## The ladder that breaks at its second rung

Simple density functionals give semiconductor gaps that are too small. It is natural to suppose that each added ingredient repairs some of this: first the density alone (LDA), then its gradient (GGA), then the kinetic-energy density of the orbitals (meta-GGA). The gap of gallium nitride should then climb step by step. The table tests this on one fixed crystal, so the differences come from the functional and its atomic data sets, not from different bond lengths.

Band gaps of wurtzite GaN at one fixed geometry, calculated with GPAW 26.7.0 using plane-wave PAW DFT, with spin-orbit coupling added after self-consistency. All runs use an 800 eV cutoff, a 7 × 7 × 4 k mesh for the self-consistent density and Fermi-Dirac smearing of 0.05 eV. The gaps are taken along a path through Γ, M, K, A, L and H.

```
functional                                           potentials  gap on path (eV)  direct gap on path (eV)
       LDA                 GPAW-PAW-data-sets-(gpaw-data-1.2.1)             2.110                    2.110
      RPBE                 GPAW-PAW-data-sets-(gpaw-data-1.2.1)             2.108                    2.108
      BLYP  PAW-data-sets-made-by gpaw-setup-for-the-functional             2.203                    2.203
  BEEF-vdW                 GPAW-PAW-data-sets-(gpaw-data-1.2.1)             2.190                    2.190
   C09-vdW                 GPAW-PAW-data-sets-(gpaw-data-1.2.1)             2.101                    2.101
      OLYP  PAW-data-sets-made-by gpaw-setup-for-the-functional             2.248                    2.248
    PBEint  PAW-data-sets-made-by gpaw-setup-for-the-functional             2.026                    2.026
      SCAN                 GPAW-PAW-data-sets-(gpaw-data-1.2.1)             2.461                    2.461
     SOGGA  PAW-data-sets-made-by gpaw-setup-for-the-functional             2.026                    2.026
     mBEEF                 GPAW-PAW-data-sets-(gpaw-data-1.2.1)             2.512                    2.512
optPBE-vdW                 GPAW-PAW-data-sets-(gpaw-data-1.2.1)             2.189                    2.189
 vdW-DF-cx                 GPAW-PAW-data-sets-(gpaw-data-1.2.1)             2.103                    2.103
```

The gap on path is the smallest energy difference between filled and empty bands along the lines followed through reciprocal space. The direct gap on path compares states of the same wave vector. The two agree in every row, so GaN is a direct-gap material with each of these functionals. The column of potentials names the atomic data sets that represent the cores. Spin-orbit coupling is included and lowers each gap by only about 7 to 8 meV. Its splittings are known to come out too wide in these runs, but so small and even a shift cannot cause the trend.

Only the last step of the ladder appears as supposed. SCAN and mBEEF, the two meta-GGAs, stand above the other ten functionals, with a clear step of 0.21 eV up to the lower of them. Among those ten, a gradient can raise the gap, leave it almost alone or reduce it. RPBE nearly ties with LDA, while PBEint and SOGGA lie 0.08 eV below it.

Two questions therefore need separate answers. The first is what a meta-GGA has that the other ten functionals lack. The second is why density gradients have no fixed effect on the gap.

## One potential for every electron

In LDA, in a GGA and in the van der Waals functionals of the table, every electron feels the same potential at a given point. That potential depends on the electron density, even where the correlation energy connects distant points. It cannot tell a smooth orbital from a strongly varying one if both put the same density there.

This matters because a gap compares removing an electron with adding one. In exact theory, the common potential jumps by a constant when an electron is added above a full valence band. The jump, called the derivative discontinuity, belongs to the true gap but not to the distance between the bands in one common potential. The ten functionals without kinetic-energy density have no such jump, however elaborate their treatment of the density.

A meta-GGA also sees how rapidly each orbital varies. Its extra contribution to the energy of an orbital $\psi$ is

$$
\Delta\varepsilon=\frac{1}{2}\int v_\tau\,|\nabla\psi|^2\,d^3r .
$$

Here $v_\tau$ is the change of the exchange-correlation energy density with the kinetic-energy density $\tau$, and $|\nabla\psi|^2$ measures how rapidly the orbital varies. Filled and empty orbitals can now respond differently even where their densities agree. The bare size of this term does not decide the gap: it can well be larger for a compact filled state than for a diffuse empty one, and the density-dependent part of the potential changes along with it. What counts is how the term differs from the common potential that would stand in for it, which is set by the filled orbitals. With positive $v_\tau$, an empty orbital that varies faster than the filled ones at the same place is expected to be pushed above its level in that common potential. Theory shows that part of the discontinuity can enter the band gap in this way. This is the accepted reason why meta-GGAs such as SCAN often give larger gaps than GGAs.

## The opening reaches beyond the band edge

If the change concerned only the two states that set the gap, the rest of the bands could stay in place. The bands of the same calculations show otherwise. From BLYP to mBEEF, the direct gap grows by 0.31 eV at $\Gamma$, the centre of the Brillouin zone, and by 0.51 eV at both M and K on its boundary. Empty states move away from filled ones over a wide part of the zone.

This fits a change in how the functional treats electrons in general. It does not isolate the kinetic-energy term, because BLYP and mBEEF also differ in their exchange, their correlation and their data sets. The smaller opening at $\Gamma$ comes mainly from the empty side. From BLYP to mBEEF the highest filled level drops by about 1.0 eV at all three points, while the lowest empty level drops by 0.67 eV at $\Gamma$ but only about 0.5 eV at M and K. The zero of energy may differ between the two runs, but that would move all these levels alike. The other empty levels suggest that height matters more than the point in the zone: at $\Gamma$ the second empty level drops by 0.50 eV, like those at M and K, and the next two by only 0.18 and 0.37 eV. Roughly, the higher an empty state lies, the further it moves from the filled ones. This would fit a term that weighs how rapidly an orbital varies, but these energies alone cannot prove that cause.

SCAN and mBEEF themselves differ by only 0.05 eV. Their data sets were not made for these functionals, and the grid forces of SCAN show numerical noise. The step from the other ten functionals up to this pair is therefore a firmer result than the order within the pair. It also remains, at 0.27 eV, when only the rows with released data sets are compared.

## Why a gradient can open or close the gap

The highest filled states of GaN are mainly nitrogen 2p states, concentrated where the density around nitrogen is high. The lowest empty state at $\Gamma$ is s-like and has relatively more weight in the open regions between the atoms. A correction that deepens the potential at density peaks and raises it in density valleys therefore tends to widen the gap. The opposite correction tends to narrow it.

Gradient-dependent exchange works in the first direction. It rewards an uneven density with a lower energy, so it attracts electrons towards the peaks. Gradient-dependent correlation usually works in the second direction, because it weakens the correlation energy where the density varies. The gap responds to the balance of the two, not to the mere presence of a gradient.

For a slowly varying density $n$, both effects combine into one energy term:

$$
E_{\mathrm{grad}}=-K\int\frac{|\nabla n|^2}{n^{4/3}}\,d^3r .
$$

The constant $K$ is positive if exchange wins and negative if correlation wins. Varying this energy with respect to the density gives the added potential:

$$
v_{\mathrm{grad}}=K\left(\frac{2\nabla^2n}{n^{4/3}}-\frac{4|\nabla n|^2}{3n^{7/3}}\right).
$$

At a peak or in a valley the gradient vanishes and only the curvature $\nabla^2n$ remains. It is negative at a peak and positive in a valley. With positive $K$, the potential thus falls where the valence electrons gather and rises where they are scarce.

## A rippled electron gas as a simple picture

An electron gas with a weak density ripple shows the same effect without the details of a crystal. Let the density be $n=n_0+a\cos(qx)$, with mean $n_0$, small positive amplitude $a$ and wave number $q$. To first order, the added potential is

$$
v_{\mathrm{grad}}\approx-\frac{2Kaq^2}{n_0^{4/3}}\cos(qx).
$$

Now compare two standing waves: a lower, filled one with its charge on the crests and a higher, empty one with its charge in the troughs. For positive $K$, the first moves down and the second moves up, so their separation grows. For negative $K$, it shrinks.

The picture carries over to GaN only in its direction. The density of a real crystal changes strongly near the atoms, and its band edges are not two simple waves. The size of the shift must come from the full calculation.

## One estimate worked through

Three functionals in the table, RPBE, PBEint and SOGGA, combine gradient exchange with correlation of the PBE form. For small gradients, let $\mu_x$ be the strength of the exchange term and $\beta$ that of the correlation term. In common units, the balance that fixes the sign of $K$ is

$$
\Delta\mu=\mu_x-\frac{\pi^2}{3}\beta .
$$

For SOGGA, rough recalled coefficients are $\mu_x=0.12$ and $\beta=0.067$. The correlation part is then $0.067\times\pi^2/3\approx0.22$, which leaves $\Delta\mu\approx-0.10$. Correlation wins, so the gap should lie below that of LDA, as it does.

RPBE has the same $\beta$ but a larger $\mu_x$ of about 0.22, and the two parts nearly cancel. This suggests how a functional with gradients can return almost the LDA gap. For PBEint, $\mu_x$ is again about 0.12 and $\beta$ about 0.052, so $\Delta\mu$ is about $-0.05$. Its gap should also lie below that of LDA, and it does.

The estimate uses no gap from the table. It gets the direction right for SOGGA and PBEint, and it fits the near tie of RPBE with LDA. It fails for the size: the balance for SOGGA is twice as negative as for PBEint, yet their gaps agree to the printed digits. Something beyond the small-gradient formula must offset the difference, and the table does not show what it is. The exchange of PBEint strengthens faster than that of SOGGA at larger gradients, which is expected to widen the mismatch rather than close it. The near tie of RPBE with LDA is likewise closer than such an argument can promise.

## Changing exchange while keeping correlation

The van der Waals functionals offer a more direct comparison. C09-vdW, vdW-DF-cx and optPBE-vdW share the same form of correlation, but optPBE-vdW has exchange that grows faster with the gradient as long as the gradient is small or moderate. Its gap is about 0.09 eV larger than those of the other two. This is the direction given by the potential at peaks and valleys, and all three use data sets from the same released collection, though these sets were made for other functionals.

BLYP and OLYP form a second pair with common correlation. The change of exchange raises the gap by 0.045 eV from BLYP to OLYP. Here the small-gradient coefficient points the wrong way: the exchange in OLYP has no term quadratic in the gradient, while that in BLYP has a large one, so OLYP should lie lower. The exchange in OLYP, however, starts about five per cent stronger than that of the uniform gas. This also deepens the potential most where the density is high and is expected to widen the gap. The pair shows that the form of exchange matters, but not that one coefficient governs it.

Comparisons across the two kinds of data sets are less secure. They include the drop from LDA to PBEint and SOGGA, and no calculation repeats one functional with both kinds. The size of the data-set effect is therefore unknown here, and the gradient argument is a plausible explanation of that drop, not a proven one. BEEF-vdW has no close partner here that would isolate the cause of its larger gap.

To judge another functional on this same crystal, first ask whether it sees the orbitals or only the density. If it sees only the density, compare the pull of its exchange towards density peaks with the opposing push of its correlation. This gives at best a direction: in the table it misses the tie of PBEint with SOGGA and, taken from the gradient coefficient alone, the order of BLYP and OLYP. The word GGA alone does not settle the result.

## What still separates these gaps from experiment

The choice of functional, with its data sets, moves the gap of GaN by 0.49 eV. Compared with a rough recalled experimental gap of 3.5 eV, the calculated gaps are still too small by about 1.0 to 1.5 eV. Even mBEEF, with the largest gap, makes up less than a third of what LDA lacks.

The gallium 3d electrons are frozen in the core in these calculations. If they were free to mix with nitrogen 2p, they would push the valence edge up and narrow the gap. Part of the true shortfall is therefore hidden, and the agreement with experiment looks better than the functionals deserve.

The order also belongs to the fixed crystal. At this volume the calculated pressure is 3.3 GPa with LDA but 19.6 GPa with RPBE, so RPBE would expand the cell much more if it were released. Expansion is known to reduce the gap of GaN. The near tie between LDA and RPBE should then give way to a smaller RPBE gap, although no relaxed calculation is available here to test this.
